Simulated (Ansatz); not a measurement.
H2O on a (100) slab of Nb (Im-3m (No. 229)), 4 planes, outer planes Nb (top) and Nb (bottom), 1 a cell of 42.7 Å², relaxed and still whole (its atoms last):

```xyz
19
Lattice="6.5335 0.0000 0.0000 0.0000 6.5335 0.0000 0.0000 0.0000 24.2537" Properties=species:S:1:pos:R:3 pbc="T T T"
Nb    1.6334    4.9001    8.0000
Nb    1.6334    1.6334    8.0000
Nb    4.9001    4.9001    8.0000
Nb    4.9001    1.6334    8.0000
Nb    3.2667    3.2667    9.6334
Nb    3.2667    0.0000    9.6334
Nb    0.0000    3.2667    9.6334
Nb    0.0000    0.0000    9.6334
Nb    4.9260    1.6527   11.2748
Nb    4.8989    4.8722   11.2401
Nb    1.6136    1.6250   11.2513
Nb    1.6366    4.9203   11.2150
Nb    0.0033   -0.2049   12.8336
Nb    0.0584    3.3363   12.9702
Nb    3.4608    0.0708   12.8017
Nb    2.9804    3.2813   12.8051
O    -0.8611    2.8232   14.9803
H    -1.4422    3.5817   15.2154
H    -1.4816    2.1148   14.6225
```

Level of theory: DFT PBE+D3(BJ), scalar-relativistic, plane waves, PAW (Ansatz). Cutoff 420 eV; k points 3×3×1 on the computed 19-atom cell (Γ-centred); Gaussian smearing, width 0.10 eV; no spin polarisation. A dipole correction removes the field between periodic images along c.

It binds with 1.11 eV a molecule against the clean slab and the free molecule (no zero-point or thermal terms); its shortest contact is O–Nb 2.27 Å. Take first-order desorption with no barrier to adsorption, no reaction on the face and an assumed prefactor of 10^13 s⁻¹.

**Question.** How long does a molecule stay at 400 K?

**Answer.** τ = ν⁻¹·exp(E/k_BT) with k_BT = 0.0345 eV: E/k_BT = 32.2, so τ ≈ 1×10^1 s. It leaves within a purge of seconds.

**Question.** Where does its peak lie in a desorption experiment heated at 5 K/s?

**Answer.** The peak obeys E/(k_B·T_p²) = (ν/β)·exp(−E/k_BT_p). Solving gives T_p ≈ 417 K (E/k_BT_p = 30.9). An error of 0.1 eV in E moves it by about 38 K, and larger molecules have larger prefactors, which lowers it.

**Question.** Is this physisorption or chemisorption?

**Answer.** The tightest contact, O–Nb 2.27 Å, is 0.99 times the sum of covalent radii, and deformation and lateral interaction add up to -0.02 eV. This is chemisorption.

The molecule may also break up before it leaves, which wasn't tried.